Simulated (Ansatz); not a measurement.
## Preparing MgCdC2O6 (R-3) as a host crystal

Aim: the runs on the perfect crystal MgCdC2O6 (R-3) that a defect calculation needs first.

Main program and level: Ansatz 0.2.0; plane-wave PAW DFT, PBEsol; relaxation of the host's cell and atoms, in the first sound run; inputs show where later runs differ.

**1. The starting structure**

The structure is trigonal, space group R-3 (No. 148). Conventional cell: a = 4.858 Å, b = 4.858 Å, c = 15.766 Å, α = 90.00°, β = 90.00°, γ = 120.00°. Nearest to Mg lie 6 O at 2.11 Å. Nearest to Cd lie 6 O at 2.36 Å. C has 3 O at 1.30 Å nearest. Nearest to O lie 1 C at 1.30 Å and 1 Mg at 2.11 Å and 1 Cd at 2.36 Å. Farther neighbours and most contacts between anions are not listed.

**2. Host cell relaxation**

Cell and atoms are relaxed together, until forces and stress fall under their thresholds.

cell/input.yaml

```yaml
crystal:
  lattice:
    - [2.428955, 1.4023579, 5.2551924]
    - [-2.428955, 1.4023579, 5.2551924]
    - [0.0, -2.8047157, 5.2551924]
  atoms:
    - { symbol: Mg, position: [0.5, 0.5, 0.5] }
    - { symbol: Cd, position: [1.0, 0.0, 0.0] }
    - { symbol: C, position: [0.244779, 0.244779, 0.244779] }
    - { symbol: C, position: [0.755221, 0.755221, 0.755221] }
    - { symbol: O, position: [0.495228, 0.96402, 0.276535] }
    - { symbol: O, position: [0.96402, 0.276535, 0.495228] }
    - { symbol: O, position: [0.276535, 0.495228, 0.96402] }
    - { symbol: O, position: [0.504772, 0.03598, 0.723465] }
    - { symbol: O, position: [0.03598, 0.723465, 0.504772] }
    - { symbol: O, position: [0.723465, 0.504772, 0.03598] }
basis:
  ecutwfc: 420
  xc_grid: 2
hamiltonian:
  xc: pbesol
kpoints:
  mp_grid: { grid: [7, 7, 7] }
scf:
  occupations: { method: fixed }
  max_iter: 100
relax:
  f_tol: 0.005
  max_steps: 60
  cell: {}
output:
  forces: true
  stress: true
checkpoint:
  write: "../cell.run"
  compress: false
  write_wavefunctions: false
  write_every: 100000
```

Started as:

```
$ ansatz run input.yaml --threads 4 --pin off --max-ram 7536MiB --backend cpu --events-out ev --progress --plain --runs-dir out
```

Numbers of over 12 decimals in the logs are rounded to 6 here.

The log of the run:

```text
[... repeated set-up lines and file paths are left out, and long positions are rounded to six places ...]
Engine: ansatz 0.2.0, x86_64-unknown-linux-gnu
Pseudopotentials: kind: paw
Pseudopotential: Mg, paw, valence charge 10, recommended cutoff 420 eV (normal), Mg.paw.azcp
Pseudopotential: Cd, paw, valence charge 20, recommended cutoff 420 eV (normal), Cd.paw.azcp
Pseudopotential: C, paw, valence charge 4, recommended cutoff 420 eV (normal), C.paw.azcp
Pseudopotential: O, paw, valence charge 6, recommended cutoff 420 eV (normal), O.paw.azcp
Functional definition: PBEsol
  exchange = pbesol_x
  correlation = pbesol_c
Crystal: 10 atoms, lattice volume = 107.403 Å³
Basis set: ecut = 420 eV, 2099 PW (Γ), exchange–correlation on 80×80×80 points (8 copies of the dense FFT grid, shifted against one another)
Bands: 47, of which v1, the nominal top of the filled ones, is band 37 counted from 1 (36 counted from 0)
Symmetry: 6 space group operations
Space group: R-3 (ITA 148), of the structure as read, at distance tolerance 4.8e-5 Å
k-points: 60 of 343
Non-local potential: Mg, projectors of the file, l = 0: 3, l = 1: 2, l = 2: 1
Non-local potential: Cd, projectors of the file, l = 0: 3, l = 1: 2, l = 2: 2, l = 3: 1
Non-local potential: C, projectors of the file, l = 0: 2, l = 1: 2, l = 2: 1
Non-local potential: O, projectors of the file, l = 0: 2, l = 1: 2, l = 2: 1
PAW form: soft (Blöchl's): semilocal exchange-correlation on the pseudo side does not see the compensation charge
PAW frozen core: Mg, regenerated for the run's functional, and the local potential with it (the file was generated under x = pbe(κ = 0.804, μ = 0.219515), c = pbe(β = 0.066725))
PAW frozen core: Cd, regenerated for the run's functional, and the local potential with it (the file was generated under x = pbe(κ = 0.804, μ = 0.219515), c = pbe(β = 0.066725))
PAW frozen core: C, regenerated for the run's functional, and the local potential with it (the file was generated under x = pbe(κ = 0.804, μ = 0.219515), c = pbe(β = 0.066725))
PAW frozen core: O, regenerated for the run's functional, and the local potential with it (the file was generated under x = pbe(κ = 0.804, μ = 0.219515), c = pbe(β = 0.066725))
PAW one-centre angular grid: Mg, 110 points (default); XC on 64 Gauss nodes
PAW one-centre angular grid: Cd, 590 points (default); XC on 64 Gauss nodes
PAW one-centre angular grid: C, 110 points (default); XC on 64 Gauss nodes
PAW one-centre angular grid: O, 110 points (default); XC on 64 Gauss nodes
Initial density: superposition of atomic densities (neutral atoms: chi_scale 0, normalization atom), corrected by the library's trained network
Initial wavefunctions: pseudopotential atomic-orbital guess
Functional: x = pbesol(κ = 0.804, μ = 0.123457), c = pbesol(β = 0.046)
SCF iter   1: F=—  HF=-13956.865212 eV  |F-HF|=—  |Δ(HF+E_count)|=         —  Δρ=1.25e-2  dr2=1.25e-1  ethr=1.77e-3  ⟨swp⟩=5.2  Hψ=9760  notcnv=0  defer=472
preconditioner: auto → Resta (q_TF=auto, 2.564 Å⁻¹)  ε∞=3.9  [insulator: Δε(μ)=3.283 eV  Ē_g=16.056 eV  n_scr=28 (ndim 8)  ℏωp=27.3 eV  f_vac=0.039  ε∞_Penn≈3.9]
SCF iter   2: F=—  HF=-13956.829396 eV  |F-HF|=—  |Δ(HF+E_count)|=   3.58e-2  Δρ=2.37e-3  dr2=5.53e-3  ethr=1.69e-4  ⟨swp⟩=2.0  Hψ=4965  notcnv=0  defer=478
SCF iter   3: F=—  HF=-13956.828785 eV  |F-HF|=—  |Δ(HF+E_count)|=   6.11e-4  Δρ=1.01e-3  dr2=1.05e-3  ethr=7.47e-6  ⟨swp⟩=2.0  Hψ=4358  notcnv=0  defer=420
automatic band count: iteration 3 solves 46 bands in place of 47: the levels show a gap, and the empty bands left out lie too high to hold charge; the band table lists the bands solved (type scf.n_extra_bands for more)
SCF iter   4: F=—  HF=-13956.828910 eV  |F-HF|=—  |Δ(HF+E_count)|=   1.25e-4  Δρ=2.88e-4  dr2=5.37e-5  ethr=1.42e-6  ⟨swp⟩=2.0  Hψ=4029  notcnv=0  defer=420
SCF iter   5: F=—  HF=-13956.828935 eV  |F-HF|=—  |Δ(HF+E_count)|=   2.54e-5  Δρ=6.10e-5  dr2=3.29e-6  ethr=7.26e-8  ⟨swp⟩=2.2  Hψ=4116  notcnv=0  defer=283
SCF iter   6: F=—  HF=-13956.828937 eV  |F-HF|=—  |Δ(HF+E_count)|=   1.70e-6  Δρ=1.75e-5  dr2=2.87e-7  ethr=4.45e-9  ⟨swp⟩=2.0  Hψ=4623  notcnv=0  defer=288
SCF iter   7: F=-13956.828937 eV  HF=-13956.828937 eV  |F-HF|=1.86e-8  |Δ(HF+E_count)|=   3.83e-7  Δρ=7.05e-6  dr2=3.60e-8  ethr=1.35e-10  ⟨swp⟩=5.0  Hψ=9599  notcnv=0
SCF 1 converged in 7 iterations: F = -13956.828937 eV  dr2 = 3.60e-8
  greatest PAW one-centre occupation: 1.000 electrons in one spin orbital (limit 2), on the Cd atom at site 1 (counted from 0), in its partial waves of l = 0
relax step   1: F+E_penalty+E_count = -13956.82893732 eV  Δ(F+E_penalty+E_count) = +0.000e0 eV  max|allowed force component| = 3.163e-1 eV/Å  Δτ_max = 0.0000 Å  P = -5.243 GPa  Ω = 107.403 Å³  (7 SCF iters, dr2 threshold 1.00e-7 eV, accepted)
[... the SCF cycles and remarks between the steps are left out from here to the last step ...]
relax step   2: F+E_penalty+E_count = -13956.91063308 eV  Δ(F+E_penalty+E_count) = -8.170e-2 eV  max|allowed force component| = 3.097e-1 eV/Å  Δτ_max = 0.0353 Å  P = -0.597 GPa  Ω = 103.190 Å³  energy of the carried Pulay correction = +2.147e-2 eV  (6 SCF iters, dr2 threshold 1.00e-6 eV, accepted)
relax step   3: F+E_penalty+E_count = -13956.91633765 eV  Δ(F+E_penalty+E_count) = -5.705e-3 eV  max|allowed force component| = 4.006e-1 eV/Å  Δτ_max = 0.0439 Å  P = +0.258 GPa  Ω = 102.806 Å³  energy of the carried Pulay correction = +2.347e-2 eV  (6 SCF iters, dr2 threshold 1.00e-6 eV, accepted)
relax step   4: F+E_penalty+E_count = -13956.92116481 eV  Δ(F+E_penalty+E_count) = -4.827e-3 eV  max|allowed force component| = 2.013e-2 eV/Å  Δτ_max = 0.0142 Å  P = -0.182 GPa  Ω = 103.238 Å³  energy of the carried Pulay correction = +2.122e-2 eV  (5 SCF iters, dr2 threshold 1.00e-6 eV, accepted)
relax step   5: F+E_penalty+E_count = -13956.92170995 eV  Δ(F+E_penalty+E_count) = -5.451e-4 eV  max|allowed force component| = 1.103e-2 eV/Å  Δτ_max = 0.0005 Å  P = -0.053 GPa  Ω = 103.146 Å³  energy of the carried Pulay correction = +2.170e-2 eV  (4 SCF iters, dr2 threshold 1.15e-7 eV, accepted)
relax step   6: F+E_penalty+E_count = -13956.92195799 eV  Δ(F+E_penalty+E_count) = -2.480e-4 eV  max|allowed force component| = 3.234e-3 eV/Å  Δτ_max = 0.0015 Å  P = -0.002 GPa  Ω = 103.105 Å³  energy of the carried Pulay correction = +2.191e-2 eV  (5 SCF iters, dr2 threshold 1.06e-8 eV, accepted)
relax step   7: F+E_penalty+E_count = -13956.90390136 eV  Δ(F+E_penalty+E_count) = +1.806e-2 eV  max|allowed force component| = 1.938e-3 eV/Å  Δτ_max = 0.0000 Å  P = -0.297 GPa  Ω = 103.105 Å³  stress off target by 3.20e-1 GPa  SCF on the basis re-selected at this cell (its energy is not comparable with the rows above)  (6 SCF iters)
relax step   8: F+E_penalty+E_count = -13956.90551903 eV  Δ(F+E_penalty+E_count) = -1.618e-3 eV  max|allowed force component| = 2.217e-3 eV/Å  Δτ_max = 0.0006 Å  P = -0.019 GPa  Ω = 102.846 Å³  energy of the carried Pulay correction = +1.383e-3 eV  (5 SCF iters, dr2 threshold 2.55e-7 eV, accepted)
iter 1 solved again at ethr=1.31e-7 eV; its pass at ethr=3.10e-3 eV (dr2=9.67e-5 eV) is discarded
SCF iter   1: F=—  HF=-13956.904167 eV  |F-HF|=—  |Δ(HF+E_count)|=         —  Δρ=2.49e-5  dr2=1.14e-7  ethr=1.31e-7  ⟨swp⟩=4.0  Hψ=17042  notcnv=0  defer=480
SCF iter   2: F=—  HF=-13956.904153 eV  |F-HF|=—  |Δ(HF+E_count)|=   1.36e-5  Δρ=1.27e-5  dr2=3.92e-8  ethr=1.53e-10  ⟨swp⟩=3.1  Hψ=5543  notcnv=0  defer=428
SCF iter   3: F=—  HF=-13956.904153 eV  |F-HF|=—  |Δ(HF+E_count)|=   4.97e-8  Δρ=2.98e-6  dr2=4.95e-9  ethr=5.30e-11  ⟨swp⟩=2.0  Hψ=3799  notcnv=0  defer=428
SCF iter   4: F=—  HF=-13956.904153 eV  |F-HF|=—  |Δ(HF+E_count)|=   1.70e-9  Δρ=7.37e-7  dr2=6.16e-10  ethr=6.69e-12  ⟨swp⟩=2.0  Hψ=4270  notcnv=0  defer=428
SCF iter   5: F=-13956.904153 eV  HF=-13956.904153 eV  |F-HF|=5.82e-11  |Δ(HF+E_count)|=  4.04e-10  Δρ=2.64e-7  dr2=8.40e-11  ethr=1.00e-12  ⟨swp⟩=3.1  Hψ=11169  notcnv=0
SCF 9 converged in 5 iterations: F = -13956.904153 eV  dr2 = 8.40e-11
relax step   9: F+E_penalty+E_count = -13956.90415303 eV  Δ(F+E_penalty+E_count) = +1.366e-3 eV  max|allowed force component| = 2.097e-3 eV/Å  Δτ_max = 0.0000 Å  P = -0.031 GPa  Ω = 102.846 Å³  stress off target by 3.98e-2 GPa  SCF on the basis re-selected at this cell (its energy is not comparable with the rows above)  (5 SCF iters)
basis re-selected at this cell: Δ(F+E_penalty+E_count) = +1.366e-3 eV, ΔP = -0.012 GPa vs the last step (what re-selecting the basis moved, of the pressure what is left beyond the Pulay correction that the steps carried, after the strain that the cell walked [...]
SCF converged after 5 iterations
Free energy (F): -13956.904153 eV
Harris-Foulkes:  -13956.904153 eV  (|F-HF|=5.82e-11)
Internal energy: -13956.904153 eV  (E = F + TS)
E sigma→0 (E₀):  -13956.904153 eV
Fermi energy:    6.420126 eV
--- Per-component energies (eV) ---
  E_band       = -908.234338
  E_kinetic    = 1815.732121
  E_local      = -7263.829081  (includes V_loc(G=0)·N_el)
  E_nonlocal   = 480.888697
  E_hartree    = 2896.565487
  E_xc         = -732.588437
  E_vxc        = -932.369785  (∫ρ·V_xc dr)
  E_paw        = -5405.495253  (= ΣΔE_a)
  E_vpaw       = -801.801891  (= ΣTr[D̂ρ^β])
  E_aug_tail   = 0.015020  (compensation charges beyond the density's cutoff)
  E_ewald      = -5748.847457
  E_core_change = 0.654750  (= ΣΔE_core)
  E_smearing   = -0.000000  (= −TS)
  E_closure    = 0.000000  (closes the sum)
  Σ components = -13956.904153   (vs F -13956.904153, Δ=0.00e0)
--- Forces (eV/Å), atoms counted from 1 ---
  atom   1  Mg     0.00000000     0.00000000    -0.00000000
  atom   2  Cd     0.00000000     0.00000000     0.00000000
  atom   3  C      0.00000000    -0.00000000    -0.00035448
  atom   4  C     -0.00000000     0.00000000     0.00035448
  atom   5  O     -0.00209680     0.00008818     0.00060323
  atom   6  O      0.00112477     0.00177179     0.00060323
  atom   7  O      0.00097203    -0.00185997     0.00060323
  atom   8  O      0.00209680    -0.00008818    -0.00060323
  atom   9  O     -0.00112477    -0.00177179    -0.00060323
  atom  10  O     -0.00097203     0.00185997    -0.00060323
  max |Σ_I F_I| component: 4.55e-18 eV/Å
--- Stress (GPa, compression-positive) ---
       -0.039829      -0.000003       0.000000
        0.000003      -0.039829       0.000000
       -0.000000       0.000000      -0.014141
  P = ⅓ Tr σ = -0.0313 GPa (-0.313 kbar)
--- Relaxed structure (7 steps of the walk, 7 accepted, 2 SCFs on fresh bases) ---
  F+E_penalty+E_count = -13956.90415303 eV   max|allowed force component| = 2.097e-3 eV/Å   (the final SCF, on the basis selected at the relaxed cell)
  cell:  # Å, volume = 102.8455 Å³
    - [2.397104, 1.383969, 5.166791]
    - [-2.397104, 1.383969, 5.166791]
    - [6.309573036905407e-19, -2.767938, 5.166791]
  atoms:
    - { symbol: Mg, position: [0.500000, 0.500000, 0.500000] }
    - { symbol: Cd, position: [1.0, 0.0, 0.0] }
    - { symbol: C, position: [0.245154, 0.245154, 0.245154] }
    - { symbol: C, position: [0.754846, 0.754846, 0.754846] }
    - { symbol: O, position: [0.499811, 0.964149, 0.272603] }
    - { symbol: O, position: [0.964149, 0.272603, 0.499811] }
    - { symbol: O, position: [0.272603, 0.499811, 0.964149] }
    - { symbol: O, position: [0.500189, 0.035851, 0.727397] }
    - { symbol: O, position: [0.035851, 0.727397, 0.500189] }
    - { symbol: O, position: [0.727397, 0.500189, 0.035851] }
```

Elapsed: 28 s, on 4 threads of Intel Xeon 6975P-C (Granite Rapids), shared host; peak memory 0.72 GiB; 97 s of CPU time.

Relaxation path:

| step | energy less that of the first step (eV) | largest force component (eV/Å) | pressure (GPa) | volume (Å³) |
| --- | --- | --- | --- | --- |
| 1 | 0.0000 | 0.3163 | -5.24 | 107.40 |
| 2 | -0.0817 | 0.3097 | -0.60 | 103.19 |
| 3 | -0.0874 | 0.4006 | 0.26 | 102.81 |
| 4 | -0.0922 | 0.0201 | -0.18 | 103.24 |
| 5 | -0.0928 | 0.0110 | -0.05 | 103.15 |
| 6 | -0.0930 | 0.0032 | 0.00 | 103.10 |
| 7 | -0.0750 | 0.0019 | -0.30 | 103.10 |
| 8 | -0.0766 | 0.0022 | -0.02 | 102.85 |
| 9* | -0.0752 | 0.0021 | -0.03 | 102.85 |

Relaxation steps marked * repeat the geometry before them on a plane-wave basis chosen anew for their cell, so energy and pressure can jump there. The log counts 2 steps on a newly chosen plane-wave basis, not all of them marked here; energy and pressure can jump at such steps.

Forces are held to the 6 operations that the run works with; a distortion that breaks them can't arise in this run.

| conventional cell, symmetrised | before | after | change |
| --- | --- | --- | --- |
| a (Å) | 4.858 | 4.794 | -1.3 % |
| b (Å) | 4.858 | 4.794 | -1.3 % |
| c (Å) | 15.766 | 15.500 | -1.7 % |
| volume (Å³/atom) | 10.74 | 10.28 | -4.2 % |

The atoms that moved most (Å, as changes of fractional coordinates times the final cell):

| atom | dx | dy | dz | length |
| --- | --- | --- | --- | --- |
| O5 | 0.011 | 0.017 | 0.004 | 0.021 |
| O10 | 0.020 | -0.001 | -0.004 | 0.021 |
| O7 | -0.020 | 0.001 | 0.004 | 0.021 |
| O9 | -0.010 | 0.018 | -0.004 | 0.021 |
| O8 | -0.011 | -0.017 | -0.004 | 0.021 |
| O6 | 0.010 | -0.018 | 0.004 | 0.021 |
| C4 | 0.000 | 0.000 | -0.006 | 0.006 |
| C3 | 0.000 | 0.000 | 0.006 | 0.006 |

This step gave:

```yaml
pressure: -0.03127 GPa
```

The relaxation ends with a largest force component of 0.0021 eV/Å and a pressure of -0.03 GPa.

[end of part 1 of 4]

[Logs are printed without paths, hosts, clocks, repeated set-up lines and the standing remarks that a program may print on its own settings, such as how far it seeks lower states.]

[Hosts, paths, dates, database ids (printed as entryN), source tags and the programs' standing remarks are cut or masked in the printed files.]

[Runs of the host that timed out are not shown.]

[For some hosts the program warned that the k-mesh of the response run may be too coarse for force constants and the static dielectric constant; such warnings are not always shown.]
